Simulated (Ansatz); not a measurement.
# Structure optimisation: indium, A15

Method: DFT, revPBE, plane waves (420 eV) with PAW, scalar-relativistic in Ansatz. (PAW data from PBE, frozen cores regenerated.)

k-point mesh 5×5×5, Fermi-Dirac smearing 0.1 eV, no spin polarisation. Cell and atoms relax.

Starting structure:

```yaml
crystal:
  lattice:
    - [5.9358781157, 0.0, 0.0]
    - [0.0, 5.9358781157, 0.0]
    - [0.0, 0.0, 5.9358781157]
  atoms:
    - { symbol: In, position: [0.0, 0.0, 0.0] }
    - { symbol: In, position: [0.5, 0.5, 0.5] }
    - { symbol: In, position: [0.25, 0.0, 0.5] }
    - { symbol: In, position: [0.75, 0.0, 0.5] }
    - { symbol: In, position: [0.5, 0.25, 0.0] }
    - { symbol: In, position: [0.5, 0.75, 0.0] }
    - { symbol: In, position: [0.0, 0.5, 0.25] }
    - { symbol: In, position: [0.0, 0.5, 0.75] }
hamiltonian:
  xc: revpbe
  pseudopotentials:
    kind: paw
    azcp:
      In: "pseudopotentials/In.paw.azcp"
basis:
  ecutwfc: 420
  fft_grid_basis: typed
kpoints:
  mp_grid: { grid: [5, 5, 5], shift: [0, 0, 0] }
magnetization:
  spin_polarized: false
scf:
  occupations: { method: fermi_dirac, width: 0.1 }
relax:
  max_steps: 60
  f_tol: 0.01
  cell: {}
output:
  write_density: true
  write_potential: true
  elf: true
  volumetric_format: npy
```

Q: What cell does the relaxation end in?

A: Pm-3n with a = 6.160 Å; 29.22 Å³ per atom against 26.14 at the start (11.8 %).

Q: How much energy does the relaxation gain?

A: 38.0 meV per atom.
